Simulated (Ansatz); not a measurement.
**CdI2: gradients before and after relaxing the atoms**

Start: a Materials Project structure (computed, not necessarily an observed phase), taken as it stands.

```
Cd I
1.0
     4.28870    0.00000    0.00000
    -2.14435    3.71413    0.00000
     0.00000    0.00000   21.84685
Cd I
3 6
Cartesian
  2.1444 1.2380 7.2776
  0.0000 2.4761 14.5692
  0.0000 0.0000 0.0000
  0.0000 2.4761 1.7230
  0.0000 2.4761 8.9943
  2.1444 1.2380 20.1239
  2.1444 1.2380 12.8526
  0.0000 0.0000 5.5577
  0.0000 0.0000 16.2891
```

Sites (sets of like atoms) are named by element and the number of their first atom in this list.

Level of theory: DFT, PBE, plane waves and PAW, scalar-relativistic, 420 eV cutoff, Γ-centred 8×8×2 k-points, Fermi–Dirac smearing 0.01 eV (Ansatz 0.2.0).

The largest force at the start is 0.060 eV/Å. Relaxing the ions at fixed cell moves them by 0.016 Å at most (atom 8, I) and 0.009 Å rms. End positions:

```
CELL_PARAMETERS angstrom
4.28870 0.00000 0.00000
-2.14435 3.71413 0.00000
0.00000 0.00000 21.84685
ATOMIC_POSITIONS crystal
Cd 0.66667 0.33333 0.33287
Cd 0.33333 0.66667 0.66713
Cd 0.00000 0.00000 0.00000
I 0.33333 0.66667 0.07918
I 0.33333 0.66667 0.41203
I 0.66667 0.33333 0.92082
I 0.66667 0.33333 0.58797
I 0.00000 0.00000 0.25368
I 0.00000 0.00000 0.74632
```

| site | atom | moved (Å) | first shell before | first shell after | V_zz before (10²¹ V/m²) | η before |
| --- | --- | --- | --- | --- | --- | --- |
| Cd1 | 1 | 0.006 | 6 I at 3.01 Å | 6 I at 3.02 Å | 0.15 | 0.00 |
| Cd3 | 3 | 0.000 | 6 I at 3.02 Å | 6 I at 3.02 Å | 0.11 | 0.00 |
| I4 | 4 | 0.007 | 3 Cd at 3.02 Å | 3 Cd at 3.02 Å | -6.04 | 0.00 |
| I5 | 5 | 0.007 | 3 Cd at 3.01 Å | 3 Cd at 3.02 Å | -6.33 | 0.00 |
| I8 | 8 | 0.016 | 3 Cd at 3.01 Å | 3 Cd at 3.02 Å | -6.13 | 0.00 |

Problem. How do the gradients change?

Solution. 

```tsv
site	atom	V_zz after	η after	change of V_zz
Cd1	1	0.054	0.00	-0.10
Cd3	3	0.054	0.00	-0.06
I4	4	-5.64	0.00	+0.40
I5	5	-5.60	0.00	+0.73
I8	8	-5.49	0.00	+0.64
```

The largest change of V_zz is on I5, from -6.33 to -5.60. In per cent, |V_zz| changes by -12 to -7 on I (all sites that start above 0.5).

Without spin–orbit coupling the gradients at and beside I can be off by some per cent, at some sites by more.
